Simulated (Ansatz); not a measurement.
BaS in the rocksalt structure, relaxed with r2SCAN in the PAW code Ansatz: space group Fm-3m (No. 225), cubic; conventional cell a = 6.424 Å, 33.13 Å³ an atom. Ba is surrounded by 6 S at 3.21 Å; S is surrounded by 6 Ba at 3.21 Å. The primitive cell holds 2 atoms in 66.26 Å³. (Simulation; no magnetic order is allowed.)

Computed values: Without spin-orbit coupling PBE's valence top is a threefold level at Γ and the gap is 2.230 eV; with it the level splits into four states above two, Δ₀ = 0.136 eV apart. HSE06 (6×6×6) gives a least gap of 3.14 eV and a least direct gap of 3.28 eV. r2SCAN's ε∞ is 4.38.

(1) What is the density?

(2) If the centre of gravity stays and the conduction band doesn't move, what gap follows with spin-orbit coupling?

(3) At what wavelength does absorption set in by HSE06, excitons left aside?

(4) What refractive index and reflectivity at normal incidence follow, below the gap and above the phonons?

## Answers

(1) The cell holds 1 Ba, 1 S: M = 1×137.327 + 1×32.060 = 169.39 u in V = 66.26 Å³. ρ = 1.66054 × M/V = 1.66054 × 169.39/66.26 = 4.245 g/cm³, for the static r2SCAN lattice.

(2) The fourfold level rises by Δ₀/3 = 0.045 eV and the twofold one falls by 2Δ₀/3, so E_g ≈ 2.230 − 0.045 = 2.185 eV. The PBE+SOC run gives 2.187 eV, +0.002 eV from the estimate.

(3) λ = 1239.84 eV nm/E: 395 nm for the least gap, where it needs phonons and is weak, and 378 nm for direct transitions.

(4) n = √4.38 = 2.093; R = ((n − 1)/(n + 1))² = (1.093/3.093)² = 12.5 % a face.

Only the levels marked +SOC include spin-orbit coupling.
